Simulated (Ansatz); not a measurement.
# C (bcc type): how the settings move a single-point run

Question: which choices in the input matter for C (bcc type)?

Method: reference: DFT, PBE, all-electron LAPW, scalar-relativistic, in Ansatz 0.2.0.

### 1 The system as given

Symmetry: Fmmm, No. 69, orthorhombic system. The conventional cell has a = 2.368 Å, b = 3.282 Å, c = 3.416 Å, α = 90.00°, β = 90.00°, γ = 90.00°. Around C (site symmetry mmm) lie 8 C at 2.02 to 2.08 Å.

Structure file:

```
CELL_PARAMETERS angstrom
-1.20775 1.20775 1.18407
1.20775 -1.20775 1.18407
1.16039 1.16039 -1.18407
ATOMIC_POSITIONS crystal
C 0.00000 0.00000 0.00000
```

### 2 Reference

The input, input.yaml:

```yaml
crystal:
  lattice:
    - [-1.2077519662, 1.2077519662, 1.1840705551]
    - [1.2077519662, -1.2077519662, 1.1840705551]
    - [1.160389144, 1.160389144, -1.1840705551]
  atoms:
    - { symbol: C, position: [0.0, 0.0, 0.0] }
kpoints:
  mp_grid: { grid: [16, 16, 16] }
scf:
  occupations: { method: fermi_dirac, width: 0.03 }
hamiltonian:
  xc: pbe
  pseudopotentials: { kind: all_electron, lapw: { basis_error: 0.00025 } }
output:
  forces: true
  stress: true
  eigenvalues: true
```

Command:

```sh
$ ansatz run input.yaml --threads 1 --pin off --max-ram 2048MiB --backend cpu --events-out ev --progress --plain --runs-dir out
```

### 3 The same system, input altered

Changes to input.yaml since step 2:

```diff
@@ -11,4 +11,5 @@
   occupations: { method: fermi_dirac, width: 0.03 }
+  convergence: { dr2_threshold: 0.0001 }
 hamiltonian:
-  xc: pbe
+  xc: lda
   pseudopotentials: { kind: all_electron, lapw: { basis_error: 0.00025 } }
```

(Steps that only read results are left out.)

**Question.** What will these runs give? Wanted: for each run, ending; energy change; pressure; gap; force.

The runs gave:

```csv
run,ending,energy change,pressure (GPa),gap (eV),force (eV/Å),cycles,time
reference,converged,-,0.9,0.00,0.00,4,14 s
"1: dr2_threshold 0.0001, xc lda",converged,not comparable,-10.8,0.00,0.00,4,15 s
```

Residual by cycle in the longest SCF loop of each run; runs are numbered as in the table. The quantity is the density residual dr2, in eV.

```csv
cycle,reference,run 1
1,0.0048,0.00554
2,0.00135,0.00148
3,5.7e-6,3.8e-6
4,7.3e-10,2.1e-9
```

What this shows: Total energies don't compare across a change of functional; the pressure goes from 0.9 to -10.8 GPa. At this fixed cell a lower pressure means that this functional prefers a smaller volume than the reference.
